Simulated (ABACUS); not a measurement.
Sn:

```
Sn
1.0
    -2.94014    2.94014    1.59930
     2.94014   -2.94014    1.59930
     2.94014    2.94014   -1.59930
Sn
2
Direct
  0.00000 0.00000 0.00000
  0.75000 0.25000 0.50000
```

```yaml
Program: ABACUS 3.10.1
Task: single point
Functional: PBEsol
Potentials_or_basis: PseudoDojo NC SR 0.4.1 PBEsol standard
Cutoff: 993 eV
Density_cutoff: 3973 eV
Basis: plane waves
k_mesh: 9 × 9 × 9
Occupations: fermi-dirac, width 0.05 eV
Spin: no spin polarisation
```

On this cell: pressure -1.3 GPa; largest force under 0.003 eV/Å; band gap on the k mesh none (metal or under the smearing width).

The same run follows on a disturbed copy (atoms moved at random, drawn with an rms of 0.05 Å):

```
CELL_PARAMETERS angstrom
-2.94014 2.94014 1.59930
2.94014 -2.94014 1.59930
2.94014 2.94014 -1.59930
ATOMIC_POSITIONS crystal
Sn 0.00707 0.99527 0.98770
Sn 0.74919 0.24451 0.49911
```

Q: What does the disturbed cell give?

A: The energy (extrapolated to zero smearing) moves by +2.6 meV/atom; pressure -1.3 GPa; largest force 0.178 eV/Å; band gap on the k mesh none (metal or under the smearing width).

Forces on the atoms (eV/Å):
```
Sn   0.172  0.044 -0.006
Sn  -0.172 -0.044  0.006
```

Stress tensor (GPa, compression positive):
```
-1.25 -0.02  0.30
-0.02 -0.96 -0.07
 0.30 -0.07 -1.63
```
